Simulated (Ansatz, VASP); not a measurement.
**Al in VASP and in Ansatz**

Contents of INCAR:

```
SYSTEM = Al
PREC     = Accurate       ! precision mode
ENCUT    = 520            ! plane-wave cutoff, eV
EDIFF    = 1E-6           ! SCF threshold, eV
ISMEAR   = -1             ! smearing method
SIGMA    = 0.1            ! smearing width, eV
LREAL    = .False.        ! projectors in reciprocal space
LASPH    = .True.         ! aspherical terms in the spheres
NELM     = 100            ! most SCF steps
ALGO     = Normal         ! electronic algorithm
ISIF     = 2              ! what is computed and relaxed
LWAVE    = .False.        ! write WAVECAR
LCHARG   = .False.        ! write CHGCAR
GGA      = B5             ! functional
ALDAX    = 1.0          
AGGAX    = 1.0          
AGGAC    = 1.0          
ALDAC    = 0.0          
NBANDS   = 10             ! bands
```

The input KPOINTS:

```
regular mesh
0
Gamma
  14 14 7
  0 0 0
```

POSCAR

```
Al
1.0
    2.9989324985      0.0000000000      0.0000000000
   -1.4994662493      2.5971517280      0.0000000000
    0.0000000000      0.0000000000      5.0724672558
Al
2
Direct
    0.3333333333      0.6666666667      0.2500000000
    0.6666666667      0.3333333333      0.7500000000
```

Input for Ansatz:

```yaml
crystal:
  lattice:
    - [2.9989324985, 0.0, 0.0]
    - [-1.4994662493, 2.597151728, 0.0]
    - [0.0, 0.0, 5.0724672558]
  atoms:
    - { symbol: Al, position: [0.3333333333, 0.6666666667, 0.25] }
    - { symbol: Al, position: [0.6666666667, 0.3333333333, 0.75] }
hamiltonian:
  xc: blyp
  pseudopotentials:
    kind: paw
    azcp:
      Al: "pseudopotentials/Al.paw.azcp"
basis:
  ecutwfc: 420
  fft_grid_basis: typed
kpoints:
  mp_grid: { grid: [14, 14, 7], shift: [0, 0, 0] }
magnetization:
  spin_polarized: false
scf:
  occupations: { method: fermi_dirac, width: 0.1 }
  lower_state_search: "off"
output:
  stress: true
  write_density: true
  write_potential: true
  elf: true
  volumetric_format: npy
```

Alike in both runs: task single point; functional BLYP; k mesh 14 × 14 × 7; occupations fermi-dirac, width 0.1 eV; no spin polarisation.

|  | VASP | Ansatz |
| --- | --- | --- |
| version | VASP 6.6.1 | Ansatz 0.2.0 |
| potentials or method | VASP PAW PBE potentials, release 64 (Al) | plane waves (420 eV) with PAW, scalar-relativistic |
| plane-wave cutoff (eV) | 520 | 420 |
| valence electrons in the cell | 6 | 6 |

```tsv
	VASP	Ansatz	Ansatz less VASP
pressure (GPa)	-4.3	-4.3	-0.06
largest component of the traceless stress (GPa)	1.16	1.16	+0.001
```

The functional is the same, so the differences come from potentials, cutoffs and numerics.

Caveats: the PAW data sets were made with another functional, which shifts forces and pressure a little (VASP).
